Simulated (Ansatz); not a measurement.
The first iterations of a band of a periodic cell of 28 atoms, Cu (surface Cu(100), adsorbate Cu).

Level of theory: DFT PBE, scalar-relativistic, plane waves, PAW (Ansatz 0.2.0). Settings: cutoff 420 eV, k mesh 3x3x1, gaussian smearing 0.1 eV, no spin polarisation.

```yaml
movable_images: 3
climbing_image: yes
spring: 5.0 eV/Å²
optimiser: quadratic models (default)
start_path: default
force_threshold: 0.04 eV/Å
iteration_limit: 80
end_points: relaxed
atoms_held: 1 to 9
```

First end point:

```xyz
28
Lattice="7.7004 0.0000 0.0000 0.0000 7.7004 0.0000 0.0000 0.0000 15.6300" Properties=species:S:1:pos:R:3
Cu 0.000 0.000 6.000
Cu 2.567 0.000 6.000
Cu 5.134 0.000 6.000
Cu 0.000 2.567 6.000
Cu 2.567 2.567 6.000
Cu 5.134 2.567 6.000
Cu 0.000 5.134 6.000
Cu 2.567 5.134 6.000
Cu 5.134 5.134 6.000
Cu 1.284 1.283 7.758
Cu 3.841 1.283 7.759
Cu 6.426 1.283 7.759
Cu 1.283 3.841 7.759
Cu 3.845 3.845 7.758
Cu 6.423 3.844 7.759
Cu 1.283 6.426 7.759
Cu 3.844 6.423 7.759
Cu 6.423 6.423 7.760
Cu -0.021 -0.021 9.560
Cu 2.589 -0.022 9.560
Cu 5.134 0.006 9.520
Cu -0.022 2.588 9.560
Cu 2.589 2.589 9.559
Cu 5.134 2.561 9.520
Cu 0.007 5.134 9.520
Cu 2.561 5.134 9.520
Cu 5.134 5.134 9.499
Cu 1.285 1.284 11.123
```

Last end point:

Only the atoms that move by more than 0.05 Å are listed.
```
Cu19 0.000 0.006 9.520
Cu21 5.155 -0.022 9.560
Cu22 0.000 2.561 9.520
Cu24 5.156 2.589 9.559
Cu28 3.852 1.284 11.123
```

| iteration | highest image above the first end (eV) | largest band force component (eV/Å) |
| --- | --- | --- |
| 1 | 1.334 | 4.895 |
| 2 | 0.675 | 1.296 |

Problem. Does the band converge within its limit, and where does its top end?

Solution. The forces met the threshold. It ended after 5 iterations with the highest image 0.575 eV above the first end. By the program's own check the climbing image is a first-order saddle point (lowest curvatures found: -1.33 and 0.79 eV/Å²). Limits of this set-up: thin slab, slab without dipole correction.

The run took 12 min on 8 CPU threads of a shared host.
